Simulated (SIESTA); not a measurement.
Ti in SIESTA: the effect of basis

Crystal: Ti.

```
Ti
1.0
    -1.64100    1.64100    1.64100
     1.64100   -1.64100    1.64100
     1.64100    1.64100   -1.64100
Ti
1
Direct
  0.00000 0.00000 0.00000
```

This isn't the form of Ti at room conditions, which is hcp.

Alike in all runs:

| Item | Value |
| --- | --- |
| Program | SIESTA 5.4.2 |
| Task | single point |
| Functional | PBE |
| Potentials or basis | PseudoDojo 0.4 standard (PBE files) |
| Grid cutoff | 800 Ry |
| Energy shift | 0.003 Ry |
| k mesh | 11 × 11 × 11 |
| Occupations | fermi-dirac, width 0.05 eV |
| Spin | no spin polarisation |

```csv
basis,pressure (GPa)
SZ,-10.4
SZP,0.7
DZ,?
DZP,-2.5
DZDP,-2.4
TZP,-2.6
TZDP,-2.6
```

Task: What does the run with basis DZ give?

Result: Pressure -4.9 GPa.

Caveats: the basis of atomic orbitals isn't converged, which shifts pressures, moduli and gaps; the basis has no polarisation orbitals (some runs).
